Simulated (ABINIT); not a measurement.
The system is PbS.

```
Pb S
1.0
     3.65366    0.00000    0.00000
     0.00000    3.65366    0.00000
     0.00000    0.00000    3.65366
Pb S
1 1
Direct
  0.00000 0.00000 0.00000
  0.50000 0.50000 0.50000
```

Measurements of this composition are mostly on another form, of space group No. 225.

Base run:

```yaml
Program: ABINIT 10.8.3 (patched build)
Functional: WC
Potentials_or_basis: JTH PAW PBE v2.0
Cutoff: 707 eV
k_mesh: 7 × 7 × 7
Occupations: fermi-dirac, width 0.05 eV
Spin: no spin polarisation
```

Its results: pressure -3.6 GPa.

Q: The run is repeated on the same cell with these changes: functional from WC to PBE. What comes out?

A: Pressure -0.3 GPa.

PBE binds less tightly than WC, so the same cell stands under more pressure.

Caveats: the PAW data sets were made with another functional, which shifts forces and pressure a little (some runs).
